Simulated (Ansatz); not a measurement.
# Ga: response to strain

Ga is deformed so: equal xx and yy strain of +1 %. What stress and forces result, by LAPW, PAW and all-electron datasets made for the crystal?

Method: DFT PBEsol, scalar-relativistic, in Ansatz 0.2.0.

**1. Starting point**

The structure is monoclinic, space group C2/c (No. 15). Conventional cell: a = 2.766 Å, b = 8.053 Å, c = 3.332 Å, α = 90.00°, β = 92.02°, γ = 90.00°. Ga (site symmetry 2) is surrounded by 8 Ga at 2.69 to 2.92 Å.

Coordinates:

```
Ga
1.0
     1.38300   -4.02650    0.00000
     1.38300    4.02650    0.00000
    -0.11745    0.00000    3.32993
Ga
2
Direct
  0.86900 0.13100 0.25000
  0.13100 0.86900 0.75000
```

Atoms are numbered in the order of the input: Ga1, Ga2.

**2. After the deformation**

Space group C2/c before, C2/c after.

**3. All-electron LAPW**

The input, input.yaml:

```yaml
crystal:
  lattice:
    - [1.39683, -4.066765, 0.0]
    - [1.39683, 4.066765, 0.0]
    - [-0.1186245, 0.0, 3.32993]
  atoms:
    - { symbol: Ga, position: [0.869, 0.131, 0.25] }
    - { symbol: Ga, position: [0.131, 0.869, 0.75] }
kpoints:
  mp_grid: { grid: [14, 14, 11] }
  band_path:
    path:
      - [0.0, 0.0, 0.0]
      - [-0.5, 0.5, 0.0]
      - [-0.5, 0.5, 0.5]
      - [0.0, 0.0, 0.5]
      - [0.0, 0.0, 0.0]
      - [-0.5, 0.0, 0.5]
      - [0.0, 0.0, 0.0]
      - [-0.5, 0.0, 0.0]
    npoints: 5
scf:
  occupations: { method: fermi_dirac, width: 0.03 }
hamiltonian:
  xc: pbesol
  pseudopotentials: { kind: all_electron, lapw: { basis_error: 0.0005 } }
output:
  forces: true
  stress: true
  eigenvalues: true
```

Run with:

```sh
ansatz run input.yaml --threads 1 --pin off --max-ram 3072MiB --backend cpu --events-out ev --progress --plain --runs-dir out
```

**4. PAW on the default files**

The input, input.yaml:

```yaml
crystal:
  lattice:
    - [1.39683, -4.066765, 0.0]
    - [1.39683, 4.066765, 0.0]
    - [-0.1186245, 0.0, 3.32993]
  atoms:
    - { symbol: Ga, position: [0.869, 0.131, 0.25] }
    - { symbol: Ga, position: [0.131, 0.869, 0.75] }
kpoints:
  mp_grid: { grid: [14, 14, 11] }
scf:
  occupations: { method: fermi_dirac, width: 0.03 }
hamiltonian:
  xc: pbesol
  pseudopotentials: { kind: paw }
output:
  forces: true
  stress: true
  eigenvalues: true
  efg: { contact_densities: true }
```

**5. All-electron PAW on datasets made for the crystal**

Changes to input.yaml since step 4:

```diff
@@ -14,3 +14,3 @@
   xc: pbesol
-  pseudopotentials: { kind: paw }
+  pseudopotentials: { kind: all_electron, datasets: crystal }
 output:
```

(Steps that only read results are left out.)

**Question.** What will these runs give? Wanted: pressure; largest shear or deviatoric stress.

**Answer**, as computed:

| quantity | value |
| --- | --- |
| pressure | LAPW -2.82, PAW -2.85, crystal datasets -2.83 GPa |
| largest shear or deviatoric stress (LAPW) | 0.14 GPa |

What this shows: The largest part of the stress beyond the pressure is 0.14 GPa in size, in the yy component; the atoms are carried along and not relaxed. No run of the undeformed cell stands beside it, so the pressure holds what the given cell had before the change. PAW: stress within 0.03 GPa of LAPW, forces within 1 meV/Å. Crystal datasets: stress within 0.01 GPa of LAPW, forces within 1 meV/Å.
